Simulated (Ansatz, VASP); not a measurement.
# Sb in VASP and in Ansatz

```
Sb
1.0
     3.08334    0.00000    0.00000
     0.00000    3.08334    0.00000
     0.00000    0.00000    3.08334
Sb
1
Direct
  0.00000 0.00000 0.00000
```

Alike in both runs: task single point; functional PBE; k mesh 12 × 12 × 12; occupations fermi-dirac, width 0.05 eV; no spin polarisation.

```csv
,VASP,Ansatz
version,VASP 6.6.1,Ansatz 0.2.0
potentials or method,"VASP PAW PBE potentials, release 64 (Sb), cutoff 520 eV","all-electron LAPW, scalar-relativistic"
```

```tsv
	VASP	Ansatz	Ansatz less VASP
pressure (GPa)	1.5	1.5	+0.02
```

Ansatz ran all-electron here, so the differences hold the error of VASP's frozen core and of both bases.

Spin-orbit coupling is left out, which matters for the levels of Sb.
